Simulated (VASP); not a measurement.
# MoS2 (P6_3/mmc) in VASP: further runs, part 2 of 2

VASP 6.6.1. The steps go on from the part before.

## (3) Relaxation of cell and atoms, LDA, target pressure 9.6 GPa, at which the enthalpy is minimised

This run uses another cell than the first one, of 15.16 Å³/atom, 0.849 times its volume.

The input, INCAR:

```
SYSTEM = MoS2
ALGO     = Normal         ! electronic algorithm
EDIFF    = 1E-7           ! SCF threshold, eV
EDIFFG   = -0.005         ! ionic threshold
ENCUT    = 600            ! plane-wave cutoff, eV
IBRION   = 2              ! ionic algorithm
ISIF     = 3              ! what is computed and relaxed
ISMEAR   = 0              ! smearing method
KPAR     = 2            
LASPH    = .TRUE.         ! aspherical terms in the spheres
LCHARG   = .FALSE.        ! write CHGCAR
LREAL    = .FALSE.        ! projectors in reciprocal space
LWAVE    = .FALSE.        ! write WAVECAR
NELM     = 80             ! most SCF steps
NSW      = 90             ! ionic steps
PREC     = Accurate       ! precision mode
PSTRESS  = 96.0         
SIGMA    = 0.03           ! smearing width, eV
```

The input, KPOINTS:

```
k-points
0
G
  12 12 3
  0 0 0
```

The input, POSCAR:

```
MoS2                                    
1.0
    3.0560748029      0.0000000000      0.0000000000
   -1.5280374015      2.6466384152     -0.0000000000
   -0.0000000000      0.0000000000     11.2468077667
  Mo              S             
     2     4
Direct
     0.3333333332999970    0.6666666667000030    0.2500000000000000
     0.6666666667000030    0.3333333332999970    0.7500000000000000
     0.3333333332999970    0.6666666667000030    0.6111006045460460
     0.6666666667000030    0.3333333332999970    0.1111006045460459
     0.3333333332999970    0.6666666667000030    0.8888993954539540
     0.6666666667000030    0.3333333332999970    0.3888993954539542
```

Potentials or basis: VASP PAW LDA potentials, release 64 (Mo_sv, S).

The run is started by

```
cat potpaw_LDA.64/Mo_sv/POTCAR potpaw_LDA.64/S/POTCAR > POTCAR
mpirun -np 2 vasp_std > vasp.out
```

OUTCAR:

```text
SYSTEM = MoS2
   EDIFF = 1E-7
   EDIFFG = -0.005
   ENCUT = 600
   IBRION = 2
   ISIF = 3
   ISMEAR = 0
   LASPH = .TRUE.
   LREAL = .FALSE.
   NELM = 80
   NSW = 90
   PREC = Accurate
   PSTRESS = 96.0

 ion  position               nearest neighbor table
   1  0.333  0.667  0.250-   4 2.36   6 2.36   4 2.36   6 2.36   4 2.36   6 2.36
   2  0.667  0.333  0.750-   3 2.36   5 2.36   3 2.36   5 2.36   3 2.36   5 2.36
   3  0.333  0.667  0.611-   2 2.36   2 2.36   2 2.36
   4  0.667  0.333  0.111-   1 2.36   1 2.36   1 2.36
   5  0.333  0.667  0.889-   2 2.36   2 2.36   2 2.36
   6  0.667  0.333  0.389-   1 2.36   1 2.36   1 2.36

  LATTYP: Found a hexagonal cell.
 ALAT       =     3.0560748029
 C/A-ratio  =     3.6801480631

  Lattice vectors:

 A1 = (   3.0560748029,   0.0000000000,   0.0000000000)
 A2 = (  -1.5280374015,   2.6466384152,   0.0000000000)
 A3 = (   0.0000000000,   0.0000000000,  11.2468077667)

Analysis of symmetry for initial positions (statically):
=====================================================================
 Subroutine PRICEL returns:
 Original cell was already a primitive cell.

 Routine SETGRP: Setting up the symmetry group for a
 hexagonal supercell.

 Subroutine GETGRP returns: Found 24 space group operations
 (whereof 12 operations were pure point group operations)
 out of a pool of 24 trial point group operations.

The static configuration has the point symmetry D_3d.
 The point group associated with its full space group is D_6h.

Analysis of symmetry for dynamics (positions and initial velocities):
=====================================================================
 Subroutine PRICEL returns:
 Original cell was already a primitive cell.

 Routine SETGRP: Setting up the symmetry group for a
 hexagonal supercell.

 Subroutine GETGRP returns: Found 24 space group operations
 (whereof 12 operations were pure point group operations)
 out of a pool of 24 trial point group operations.

The dynamic configuration has the point symmetry D_3d.
 The point group associated with its full space group is D_6h.

 Subroutine INISYM returns: Found 24 space group operations
 (whereof 12 operations are pure point group operations),
 and found     1 'primitive' translations

----------------------------------------------------------------------------------------

                                     Primitive cell

  volume of cell :      90.9678

  direct lattice vectors                    reciprocal lattice vectors
     3.056074803  0.000000000  0.000000000     0.327217121  0.188918893  0.000000000
    -1.528037402  2.646638415  0.000000000     0.000000000  0.377837786  0.000000000
     0.000000000  0.000000000 11.246807767     0.000000000  0.000000000  0.088914119

  length of vectors
     3.056074803  3.056074803 11.246807767     0.377837786  0.377837786  0.088914119

  position of ions in fractional coordinates (direct lattice)
     0.333333333  0.666666667  0.250000000
     0.666666667  0.333333333  0.750000000
     0.333333333  0.666666667  0.611100605
     0.666666667  0.333333333  0.111100605
     0.333333333  0.666666667  0.888899395
     0.666666667  0.333333333  0.388899395

  ion indices of the primitive-cell ions
[... 41 lines left out ...]
  0.416667  0.000000  0.000000      6.000000
[... 16 lines left out ...]
  0.250000  0.000000  0.333333     12.000000
  0.333333 -0.000000  0.333333     12.000000
 [... further k-points ...]
   k-points           NKPTS =     38   k-points in BZ     NKDIM =     38   number of bands    NBANDS=     31
   number of dos      NEDOS =    301   number of ions     NIONS =      6
   total plane-waves  NPLWV =  51840
   dimension x,y,z NGX =    24 NGY =   24 NGZ =   90
   dimension x,y,z NGXF=    48 NGYF=   48 NGZF=  180
   ions per type =               2   4
   NGX,Y,Z   is equivalent  to a cutoff of  13.06, 13.06, 13.30 a.u.
   NGXF,Y,Z  is equivalent  to a cutoff of  26.11, 26.11, 26.61 a.u.
 SYSTEM =  MoS2
   PREC   = accura    normal or accurate (medium, high low for compatibility)
   ISTART =      0    job   : 0-new  1-cont  2-samecut
   ICHARG =      2    charge: 1-file 2-atom 10-const
   ISPIN  =      1    spin polarized calculation?
   LNONCOLLINEAR =      F non collinear calculations
   LSORBIT =      F    spin-orbit coupling
   LASPH  =      T    aspherical Exc in radial PAW
   ENCUT  =  600.0 eV  44.10 Ry    6.64 a.u.   6.10  6.10 22.46*2*pi/ulx,y,z
   NELM   =     80;   NELMIN=  2; NELMDL= -5     # of ELM steps
   EDIFF  = 0.1E-06   stopping-criterion for ELM
   LREAL  =      F    real-space projection
   EDIFFG = -.5E-02   stopping-criterion for IOM
   NSW    =     90    number of steps for IOM
   IBRION =      2    ionic relax: 0-MD 1-quasi-New 2-CG
   NFREE  =      1    steps in history (QN), initial steepest desc. (CG)
   ISIF   =      3    stress and relaxation
   ISYM   =      2    0-nonsym 1-usesym 2-fastsym
   POTIM  = 0.5000    time-step for ionic-motion
   TEBEG  =    0.0;   TEEND  =   0.0 temperature during run
   PSTRESS=   96.0 pullay stress
   NELECT =      52.0000    total number of electrons
   NUPDOWN=      -1.0000    fix difference up-down
   EMIN   =  10.00;   EMAX   =-10.00  energy-range for DOS
   EFERMI =   0.00;   METHOD = LEGACY
   ISMEAR =     0;   SIGMA  =   0.03  broadening in eV -4-tet -1-fermi 0-gaus
   EFERMI_NEDOS =   21; number of points for ismear=-14 and -15
   IALGO  =     38    algorithm
   IMIX   =      4    mixing-type and parameters
     AMIX     =   0.40;   BMIX     =  1.00
     AMIX_MAG =   1.60;   BMIX_MAG =  1.00
  volume/ion in A,a.u.               =      15.16       102.31
  Fermi-wavevector in a.u.,A,eV,Ry     =   1.358668  2.567510 25.116063  1.845979
  Thomas-Fermi vector in A             =   2.485482
   LORBIT       =      0    0 simple, 1 ext, 2 COOP (PROOUT), +10 PAW based schemes
   GGA     = CA    functional components
   LHFCALC =     F    Hartree Fock is set to
   AEXX    =    0.0000 exact exchange contribution
   IVDW    =     0    specifies the selected vdW correction
   LEPSILON=     F    determine dielectric tensor
   LRPA    =     F    only Hartree local field effects (RPA)
 conjugate gradient relaxation of ions
 non-spin polarized calculation
 Gauss-broadening in eV      SIGMA  =   0.03
  energy-cutoff  :      600.00
  volume of cell :       90.97
 maximum number of plane-waves:      3075
   NGX = 13   NGY = 13   NGZ = 45

--------------------------------------- Ionic step        1  -------------------------------------------

 number of electron      52.0000003 magnetization

 Free energy of the ion-electron system (eV)
  ---------------------------------------------------
  ext. energy  EPLUGINS =         0.00000000
  ---------------------------------------------------
  free energy    TOTEN  =       -48.68450757 eV

  energy without entropy =      -48.68450757  energy(sigma->0) =      -48.68450757

------------------------ aborting loop because EDIFF is reached ----------------------------------------

  FORCE on cell =-STRESS in cart. coord.  units (eV):
  Direction    XX          YY          ZZ          XY          YZ          ZX
  --------------------------------------------------------------------------------------
  -------------------------------------------------------------------------------------
  Total        5.4385017      5.4385017      5.4588679     -0.0000000      0.0000000      0.0000000
  in kB       95.7859891     95.7859891     96.1446907     -0.0000000      0.0000000      0.0000000
  external PRESSURE =      -0.0944437 kB  Pullay stress =      96.0000000 kB
[... 155 lines left out ...]
--------------------------------------- Ionic step        5  -------------------------------------------

 number of electron      52.0000003 magnetization

 Free energy of the ion-electron system (eV)
  ---------------------------------------------------
  ext. energy  EPLUGINS =         0.00000000
  ---------------------------------------------------
  free energy    TOTEN  =       -48.68607882 eV

  energy without entropy =      -48.68607882  energy(sigma->0) =      -48.68607882

 E-fermi :  10.1176     XC(G=0): -12.0527

 val. band max:       10.0071072630   @ k =   0.0000   0.0000   0.0000
 cond. band min:      10.2341637946   @ k =   0.1667   0.1667   0.0000
 fundamental gap:      0.2270565316
 Fermi energy:        10.1175580214

 k-point     1 :       0.0000    0.0000    0.0000
  band No.  band energies     occupation
      1     -51.4165      2.00000
      2     -51.4165      2.00000
      3     -25.8636      2.00000
      4     -25.8629      2.00000
      5     -25.4831      2.00000
      6     -25.4831      2.00000
[... 805 lines left out ...]
     30      11.7334      0.00000
     31      12.6944      0.00000

 [... further k-points ...]

------------------------ aborting loop because EDIFF is reached ----------------------------------------

  FORCE on cell =-STRESS in cart. coord.  units (eV):
  Direction    XX          YY          ZZ          XY          YZ          ZX
  --------------------------------------------------------------------------------------
  -------------------------------------------------------------------------------------
  Total        5.4628378      5.4628378      5.4615871     -0.0000000      0.0000000     -0.0000000
  in kB       96.1871567     96.1871567     96.1651348     -0.0000000      0.0000000     -0.0000000
  external PRESSURE =       0.1798160 kB  Pullay stress =      96.0000000 kB
[... 25 lines left out ...]
  energy  without entropy=      -48.6860788179  energy(sigma->0) =      -48.68607882

  enthalpy is  TOTEN    =       -43.2338703315 eV   P V=        5.4522084865

 reached required accuracy - stopping structural energy minimisation
```

It took 53 s on 2 MPI ranks of Intel Xeon 6975P-C (Granite Rapids), shared host; peak memory 0.24 GiB.

What came out:

- Free energy: -48.6861 eV
- Relaxed volume: 15.17 Å³/atom
- Relaxed cell: a = 3.056 Å, b = 3.056 Å, c = 11.252 Å, α = 90.00°, β = 90.00°, γ = 120.00°
- Space group after relaxing (to 0.05 Å): P6_3/mmc (No. 194)
- Energy change on relaxing (the enthalpy is what falls): -0.3 meV/atom
- Ionic steps: 5
- Pressure after relaxing: 9.6 GPa
- Band gap on the k mesh: 0.23 eV, indirect (least direct gap 1.63 eV)

Step by step:
| step | energy change (eV) | largest force (eV/Å) | pressure (GPa) | volume (Å³) |
| --- | --- | --- | --- | --- |
| 1 | 0.0000 | 0.0078 | 9.59 | 90.97 |
| 2 | 0.0007 | 0.0012 | 9.66 | 90.96 |
| 3 | 0.0006 | 0.0004 | 9.65 | 90.96 |
| 4 | 0.0000 | 0.0001 | 9.64 | 90.97 |
| 5 | -0.0016 | 0.0016 | 9.62 | 90.99 |

Final structure:
```
Mo S
1.0
     3.05586    0.00000    0.00000
    -1.52793    2.64645    0.00000
     0.00000    0.00000   11.25161
Mo S
2 4
Direct
  0.33333 0.66667 0.25000
  0.66667 0.33333 0.75000
  0.33333 0.66667 0.61118
  0.66667 0.33333 0.11118
  0.33333 0.66667 0.88882
  0.66667 0.33333 0.38882
```

Levels at points of the mesh, in eV from the valence-band top:
| k point | band 24 | band 25 | band 26 | band 27 | band 28 | band 29 |
| --- | --- | --- | --- | --- | --- | --- |
| (0.00, 0.00, 0.00) | -2.00 | -0.75 | 0.00 | 1.93 | 1.93 | 1.93 |
| (0.50, 0.00, 0.00) | -2.01 | -1.74 | -1.57 | 1.58 | 1.69 | 1.78 |

Caveat: the cell is relaxed towards a set pressure, so the enthalpy falls and the energy may rise; an odd mesh through Γ misses points on the zone boundary, where band edges often lie.
